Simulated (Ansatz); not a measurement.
# SnSe: the cell at several levels of theory

The task here is to estimate one member of a computed series from the others.

Code: Ansatz 0.2.0. PAW datasets, plane waves, zero pressure. (Calculated; spin-unpolarised; the phase may be known or hypothetical.)

## Starting point

This is the cell as the run starts from it, not yet at rest; its lengths are not the crystal's.

The symmetry is F-43m (No. 216, cubic); a = 5.859 Å in the conventional setting, 25.14 Å³ an atom. Around Sn lie 4 Se at 2.54 Å; around Se lie 4 Sn at 2.54 Å.

The structure in full:

```xyz
2
Lattice="0.0000 2.9294 2.9294 2.9294 0.0000 2.9294 2.9294 2.9294 0.0000" Properties=species:S:1:pos:R:3 pbc="T T T"
Sn    0.0000    0.0000    0.0000
Se    1.4647    1.4647    1.4647
```

Set-up of the first run:

The input, input.yaml:

```yaml
crystal:
  lattice:
    - [0.0, 2.9293597958, 2.9293597958]
    - [2.9293597958, 0.0, 2.9293597958]
    - [2.9293597958, 2.9293597958, 0.0]
  atoms:
    - { symbol: Sn, position: [0.0, 0.0, 0.0] }
    - { symbol: Se, position: [0.25, 0.25, 0.25] }
kpoints:
  mp_grid: { grid: [8, 8, 8] }
hamiltonian:
  xc: pbe
scf:
  occupations: { method: fermi_dirac, width: 0.02 }
relax:
  f_tol: 0.005
  cell: {}
```

Command:

```
> ansatz run input.yaml --threads 2 --pin off --max-ram 2211MiB --backend cpu --events-out ev --progress --plain --runs-dir out
```

Steps of the session up to this table: PBE: cell and atoms; r2SCAN: cell and atoms; Relaxing with PBEsol; Relaxation with LDA; HSE06: cell and atoms.

One table of the session follows, with a row left open; its other results are not shown here.

It belongs to the step «The cells side by side». 

| level | a (Å) | volume (Å³/atom) |
| --- | --- | --- |
| PBE | 6.778 | 38.928 |
| r2SCAN | 6.728 | 38.068 |
| PBEsol | 6.655 | 36.845 |
| LDA | ? | ? |
| HSE06 | 6.738 | 38.240 |

Estimate the missing values for LDA.

As computed: a (Å): 6.585; volume (Å³/atom): 35.689. In the column «a (Å)» it is the lowest.

From the start to the first minimum the volume moved by +54.9 %. LDA gives the smallest cell and PBE the largest; they differ by 9.1 % in volume, a mean of 2.9 % in length. The meshes differ: PBE 8×8×8, r2SCAN 6×6×6, PBEsol 6×6×6, LDA 6×6×6, HSE06 4×4×4.
